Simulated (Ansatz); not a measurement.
Given:

Starting cell, SrF₂ (fluorite):

```yaml
crystal:
  lattice:
    - [0.00000, 5.79063, 5.79063]
    - [2.89532, 2.89532, 5.79063]
    - [2.89532, 2.89532, 0.00000]
  atoms:
    - { symbol: Sr, position: [0.00000, 0.00000, 0.00000] }
    - { symbol: Sr, position: [0.50000, 0.00000, 0.00000] }
    - { symbol: F, position: [0.00000, 0.25000, 0.25000] }
    - { symbol: F, position: [0.50000, 0.25000, 0.25000] }
    - { symbol: F, position: [0.00000, 0.75000, 0.75000] }
    - { symbol: F, position: [0.50000, 0.75000, 0.75000] }
```

A phonon eigenvector at X = (0.5, 0.5, 0.0) is frozen into this cell: atom i moves by Q times the vector below, so Q is the largest atomic displacement, in Å. The cell is held. (q is in reciprocal vectors of the primitive cell; the cell shown is doubled to hold the pattern.)

```json
[
 {"atom": "F3", "x": "0.000", "y": "0.000", "z": "-1.000"},
 {"atom": "F4", "x": "0.000", "y": "0.000", "z": "1.000"},
 {"atom": "F5", "x": "0.000", "y": "0.000", "z": "1.000"},
 {"atom": "F6", "x": "0.000", "y": "0.000", "z": "-1.000"}
]
```

Atoms not listed stay in place.

Method: r2SCAN (plane waves to 500 eV, PAW, scalar-relativistic; Ansatz, a program for electronic structure). k mesh 10×10×10 (Γ-centred), Fermi-Dirac smearing 0.05 eV. The energy includes the smearing's −TS. SrF2 was relaxed with its symmetry unable to fall. ΔE is measured from the undisplaced structure.

The scan covers Q from -0.280 to 0.280 Å in 13 points.

**Question.** Is this a single well or a double well?

**Answer.** A single well with its minimum at or next to zero displacement.

**Question.** Which space group does the distorted structure have?

**Answer.** P4/mmm (No. 123), lowered from Fm-3m.

**Question.** What is the energy change at Q = 0.280 Å?

**Answer.** 1471 meV/cell.

**Question.** What harmonic wavenumber does the curvature at Q = 0 give?

**Answer.** 355 cm⁻¹.

(For displaced atoms, the force is minus the slope of the energy, and its curvature is a force constant, which sets phonon frequencies.)
